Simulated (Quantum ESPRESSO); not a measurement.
## WC (Qusongite): zone-centre phonons under several settings

```
W C
1.0
     2.90650    0.00000    0.00000
    -1.45325    2.51710    0.00000
     0.00000    0.00000    2.83660
W C
1 1
Direct
  0.00000 0.00000 0.00000
  0.66667 0.33333 0.50000
```

All runs used Quantum ESPRESSO 7.5; k mesh 7 × 7 × 6; relaxed cell; no spin polarisation; cutoff 1116 eV; occupations cold, width 0.2 eV.

```csv
level,potentials,volume (Å³/atom),pressure (GPa),lowest optical mode without the field (cm⁻¹),highest optical mode without the field (cm⁻¹)
LDA,PseudoDojo 0.4.1 SR LDA standard,?,0.0,?,?
PBE,PseudoDojo 0.4.1 SR PBE standard,10.54,0.0,570,613
PBEsol,PseudoDojo 0.4.1 SR PBEsol standard,10.31,0.0,593,628
PW91,PseudoDojo 0.4.1 SR PBE standard,10.56,0.0,564,607
RPBE,PseudoDojo 0.4.1 SR PBE standard,10.63,0.0,562,607
BLYP,PseudoDojo 0.4.1 SR PBE standard,10.92,0.1,516,572
vdW-DF-cx,PseudoDojo 0.4.1 SR PBE standard,10.38,0.0,590,623
```

What stands in the row left open?

Volume 10.12 Å³/atom; lowest optical mode without the field 605 cm⁻¹; highest optical mode without the field 634 cm⁻¹.

Caveats: all runs use coarse meshes; the mesh is thin for the phonons of a metal; the potentials were made for another functional, which shifts forces and pressure (some runs).

For the row left open. Caveat: the k mesh is coarse (spacing up to 0.37 Å⁻¹), so the values aren't converged; the mesh is thin for the phonons of a metal.
